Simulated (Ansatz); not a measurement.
The system is TiAl3.

```
CELL_PARAMETERS angstrom
-1.91111 1.91111 4.28067
1.91111 -1.91111 4.28067
1.91111 1.91111 -4.28067
ATOMIC_POSITIONS crystal
Ti 0.00000 0.00000 0.00000
Al 0.25000 0.75000 0.50000
Al 0.75000 0.25000 0.50000
Al 0.50000 0.50000 0.00000
```

The cell comes from a database or a generator and needn't be the stable form of this composition.

A run of Ansatz 0.2.0 on this cell left the log below. Logs are shortened: lines on timing, memory, paths and dates and some standing lists are left out, and cuts for length are marked.

```text
Warning: RAYON_NUM_THREADS=2 ignored (pool sized by the plan → 2); use --threads N
Engine: ansatz 0.2.0, aarch64-unknown-linux-gnu
Pseudopotentials: kind: paw
Pseudopotential: Ti, paw, valence charge 12, recommended cutoff 420 eV (normal), Ti.paw.azcp
Pseudopotential: Al, paw, valence charge 3, recommended cutoff 420 eV (normal), Al.paw.azcp
Functional definition: PBE
  parameter kappa = 0.804
  parameter beta = 0.06672455060314922
  exchange = pbe_x(kappa = kappa, mu = beta*pi^2/3)
  correlation = pbe_c(beta = beta)
Crystal: 4 atoms, lattice volume = 62.538 Å³
Basis set: ecut = 420 eV, 1203 PW (Γ), exchange–correlation on 72×72×72 points (8 copies of the dense FFT grid, shifted against one another)
Bands: 15, of which v1, the nominal top of the filled ones, is band 11 counted from 1 (10 counted from 0)
Symmetry: 16 space group operations
Space group: I4/mmm (ITA 139), of the structure as read, at distance tolerance 4.0e-5 Å
k-points: 102 of 1000
Non-local potential: Ti, projectors of the file, l = 0: 3, l = 1: 2, l = 2: 3, l = 3: 1
Non-local potential: Al, projectors of the file, l = 0: 2, l = 1: 2, l = 2: 1
PAW form: soft (Blöchl's): semilocal exchange-correlation on the pseudo side does not see the compensation charge
PAW one-centre angular grid: Ti, 590 points (default); XC on 64 Gauss nodes
PAW one-centre angular grid: Al, 110 points (default); XC on 64 Gauss nodes
Initial density: superposition of atomic densities (neutral atoms: chi_scale 0, normalization atom), corrected by the library's trained network
Initial wavefunctions: pseudopotential atomic-orbital guess
Functional: x = pbe(κ = 0.804, μ = 0.2195149727645171), c = pbe(β = 0.06672455060314922)
SCF iter   1: F=—  HF=-4113.756346 eV  |F-HF|=—  |Δ(HF+E_count)|=         —  Δρ=3.33e-3  dr2=1.07e-2  ethr=1.77e-3  ⟨swp⟩=6.1  Hψ=9317  notcnv=0
preconditioner: auto → Kerker (q_TF=auto, 2.275 Å⁻¹)  [metal: Δε(μ)=0.004 eV  Ē_g=5.565 eV  σ=0.014 eV  W_gap=0.17  n_scr=10 (ndim 8)  ℏωp=16.9 eV  f_vac=0.000  D(μ)=3.16/eV (n_scr^D=32)]
SCF iter   2: F=—  HF=-4113.754912 eV  |F-HF|=—  |Δ(HF+E_count)|=   1.43e-3  Δρ=1.59e-3  dr2=2.37e-3  ethr=5.10e-5  ⟨swp⟩=2.0  Hψ=2748  notcnv=0  defer=40
SCF iter   3: F=—  HF=-4113.754606 eV  |F-HF|=—  |Δ(HF+E_count)|=   3.06e-4  Δρ=3.08e-4  dr2=6.20e-5  ethr=1.13e-5  ⟨swp⟩=2.0  Hψ=2168  notcnv=0  defer=45
SCF iter   4: F=—  HF=-4113.754608 eV  |F-HF|=—  |Δ(HF+E_count)|=   2.05e-6  Δρ=4.38e-5  dr2=1.27e-6  ethr=2.95e-7  ⟨swp⟩=2.4  Hψ=2127  notcnv=0  defer=45
iter 5 did not close the SCF: its close was put off for the readings that it lacked (scf_convergence_deferred on its scf_iter line)
SCF iter   5: F=-4113.754608 eV  HF=-4113.754608 eV  |F-HF|=2.39e-9  |Δ(HF+E_count)|=   1.94e-7  Δρ=8.38e-6  dr2=3.29e-8  ethr=6.03e-9  ⟨swp⟩=2.0  Hψ=2120  notcnv=0  defer=45
SCF iter   6: F=-4113.754608 eV  HF=-4113.754608 eV  |F-HF|=6.44e-10  |Δ(HF+E_count)|=   1.14e-9  Δρ=1.29e-6  dr2=1.43e-9  ethr=1.57e-10  ⟨swp⟩=3.3  Hψ=5395  notcnv=0
the search or the solves at the SCF's close seem to have found levels that the self-consistency loop had missed (the run counts 1). By its estimate they hold under 1e-12 electrons; where the run keeps them, the occupations were computed again with them
SCF 1 converged in 6 iterations: F = -4113.754608 eV  dr2 = 1.43e-9
  greatest PAW one-centre occupation: 0.999 electrons in one spin orbital (limit 2), on the Ti atom at site 0 (counted from 0), in its partial waves of l = 0
SCF converged after 6 iterations
Free energy (F): -4113.754608 eV
Harris-Foulkes:  -4113.754608 eV  (|F-HF|=6.44e-10)
Internal energy: -4113.754298 eV  (E = F + TS)
E sigma→0 (E₀):  -4113.754453 eV
Entropy (-TS):   -0.000310 eV (-0.078 meV/atom)
Fermi energy:    9.712890 eV
--- Per-component energies (eV) ---
  E_band       = -150.004402
  E_kinetic    = 344.409074
  E_local      = -1187.405356  (includes V_loc(G=0)·N_el)
  E_nonlocal   = 40.360492
  E_hartree    = 523.475118
  E_xc         = -218.403199
  E_vxc        = -211.107979  (∫ρ·V_xc dr)
  E_paw        = -2450.799784  (= ΣΔE_a)
  E_vpaw       = -183.209930  (= ΣTr[D̂ρ^β])
  E_aug_tail   = 0.000113  (compensation charges beyond the density's cutoff)
  E_ewald      = -1165.390755
  E_smearing   = -0.000310  (= −TS)
  E_closure    = 0.000000  (closes the sum)
  Σ components = -4113.754608   (vs F -4113.754608, Δ=0.00e0)
--- Forces (eV/Å), atoms counted from 1 ---
  atom   1  Ti     0.00000000     0.00000000     0.00000000
  atom   2  Al     0.00000000    -0.00000000     0.00000000
  atom   3  Al    -0.00000000     0.00000000     0.00000000
  atom   4  Al    -0.00000000     0.00000000     0.00000000
  max |Σ_I F_I| component: 5.20e-18 eV/Å
--- Stress (GPa, compression-positive) ---
        2.156676       0.000000      -0.000000
        0.000000       2.156676      -0.000000
       -0.000000       0.000000       1.945737
  P = ⅓ Tr σ = 2.0864 GPa (20.864 kbar)
--- Band table (eV; the first three rows and the last of 102) ---
  k-point 0: bands = ["-46.7186", "-23.0391", "-23.0391", "-22.9669", "-0.4164", "6.8409", "7.0768", "8.2947", "8.4755", "8.4755", "10.5426", "11.4522", "11.4522", "11.9370", "12.1797"]
  k-point 1: bands = ["-46.7184", "-23.0418", "-23.0414", "-22.9665", "-0.2075", "6.9534", "7.0143", "7.8963", "8.0813", "8.4686", "9.7192", "11.6579", "11.6793", "11.6799", "12.6411"]
  k-point 2: bands = ["-46.7177", "-23.0485", "-23.0473", "-22.9655", "0.4086", "6.6463", "6.8927", "7.4103", "7.6632", "8.4543", "8.4648", "11.6257", "11.8251", "11.9131", "12.9064"]
  k-point 101: bands = ["-46.7186", "-23.0393", "-23.0393", "-22.9699", "1.2084", "2.1049", "7.6996", "8.7838", "8.7838", "9.4685", "10.4142", "10.4142", "10.6629", "12.7818", "14.4863"]
```

Task: Write the input and the command behind it.

Result: Single point with PBE, no spin polarisation. The files as run (others can give the same):

input.yaml
```yaml
crystal:
  lattice:
    - [-1.9111067713, 1.9111067713, 4.2806687947]
    - [1.9111067713, -1.9111067713, 4.2806687947]
    - [1.9111067713, 1.9111067713, -4.2806687947]
  atoms:
    - { symbol: Ti, position: [0.0, 0.0, 0.0] }
    - { symbol: Al, position: [0.25, 0.75, 0.5] }
    - { symbol: Al, position: [0.75, 0.25, 0.5] }
    - { symbol: Al, position: [0.5, 0.5, 0.0] }
hamiltonian:
  xc: pbe
  pseudopotentials: { kind: paw }
kpoints:
  mp_grid: { grid: [10, 10, 10] }
scf:
  occupations: { method: gaussian, width: 0.014 }
output:
  forces: true
  stress: true
  eigenvalues: true
```

Potentials or basis: Ansatz PAW.
Run with:
```sh
$ ansatz run input.yaml --threads 2 --pin off --max-ram 5632MiB --backend cpu --events-out ev --progress --plain --runs-dir out
```
